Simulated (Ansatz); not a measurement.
## MnO under changes of volume

One of the cells (10.999 Å³/atom); the others are scaled copies at fixed shape and fractional positions:

```xyz
2
Lattice="0.0000 2.2239 2.2239 2.2239 0.0000 2.2239 2.2239 2.2239 0.0000" Properties=species:S:1:pos:R:3 pbc="T T T"
Mn    0.0000    0.0000    0.0000
O     2.2239    2.2239    2.2239
```

The cell is a database's computed one.

* Program: Ansatz 0.2.0
* Functional: PBEsol
* Potentials or basis: all-electron LAPW, scalar-relativistic
* Cutoff: 350 eV (chosen from the basis error)
* Basis error allowed: 0.0005 eV/atom
* k mesh: 10 × 10 × 10
* Occupations: fermi-dirac, width 0.05 eV
* Spin: collinear spin, ferromagnetic start
* Starting moments: [4.0, 0.0] μB

```csv
volume (Å³/atom),energy over the lowest point (meV/atom),pressure (GPa),moment (μB per cell)
10.339,0.00,-2.1,4.53
10.559,4.32,-4.1,4.61
10.779,11.26,-5.8,4.68
10.999,19.57,-7.1,4.77
11.219,30.32,-9.2,4.80
11.439,44.44,-11.2,4.82
11.659,?,?,?
```

What does the run at 11.659 Å³/atom give?

Energy over the lowest point 60.85 meV/atom; pressure -12.7 GPa; moment 4.86 μB per cell.

Worked out: A Birch-Murnaghan fit of order 3 (a polynomial in V^(-2/3)) to the other rows has no minimum within the range. It gives 61.16 meV/atom at 11.659 Å³/atom, against the run's 60.85, and -dE/dV = -13.4 GPa, against -12.7. A parabola through the other rows of the moment, of slope 0.0127 μB per Å³/atom there, extrapolates to 4.84 μB, against the run's 4.86.

Energies are extrapolated to zero smearing.

Caveats: a cell with one magnetic atom can't hold antiferromagnetic order, which such compounds often take.
